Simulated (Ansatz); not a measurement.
## Is this Si2Se stable against decomposition?

Level of theory: Ansatz, DFT PBE, scalar-relativistic, plane waves, PAW. All cells share a 420 eV cutoff and Γ-centred k meshes spaced at most about 0.3 Å⁻¹ (2π included). No spin polarisation.

Formation energies are uncorrected and refer to the elements' standard structures at the same level.

These are static total energies at zero pressure. No dispersion correction is applied, so the spacing and binding between layers, chains or molecules are poorly described (Si2Se Cm, SiSe2 Ibam). The reference form of Se is held partly by dispersion forces, which this level lacks.

The competitors are the elements and 1 reference phase of this chemical system (from databases or known types: SiSe2), relaxed at the same level; other known phases may be missing.

The candidate was reached from: a relaxed cell, shaken at random and relaxed again.

Space group Cm (No. 8). a = 13.219 Å, b = 3.609 Å, c = 6.996 Å, α = 90.00°, β = 95.35°, γ = 90.00°
```json
{"atom": "Si", "site": "2a", "symmetry": "m", "x": "0.1635", "y": "0.0000", "z": "0.9692"}
{"atom": "Si", "site": "2a", "symmetry": "m", "x": "0.0027", "y": "0.0000", "z": "0.7856"}
{"atom": "Si", "site": "2a", "symmetry": "m", "x": "0.3379", "y": "0.0000", "z": "0.8787"}
{"atom": "Si", "site": "2a", "symmetry": "m", "x": "0.4300", "y": "0.0000", "z": "0.6017"}
{"atom": "Se", "site": "2a", "symmetry": "m", "x": "0.4079", "y": "0.5000", "z": "0.0810"}
{"atom": "Se", "site": "2a", "symmetry": "m", "x": "0.1564", "y": "0.5000", "z": "0.1837"}
```

The lowest competing mixture at this composition:

```json
{"phase": "Si", "space group": "-", "source": "element", "share of atoms": "0.5000", "ΔE_f (eV/atom)": "-0.0007"}
{"phase": "SiSe2", "space group": "Ibam (No. 72)", "source": "Materials Project", "share of atoms": "0.5000", "ΔE_f (eV/atom)": "-0.459"}
```

The lowest database cell of Si (-0.0007) lies slightly below the reference, hence the non-zero entry.

Question: What are the hull's energy here, the candidate's formation energy and its margin?

Answer: The hull lies at -0.230 eV/atom, the weighted sum of the last column. The candidate has 0.099 eV/atom, which is 0.33 eV/atom above it. The candidate matches no cell in the subsets of the Crystallography Open Database and the Materials Project at hand. A phase this far over the hull is unlikely to be made. It holds Si–Si nets (shortest 2.37 Å).
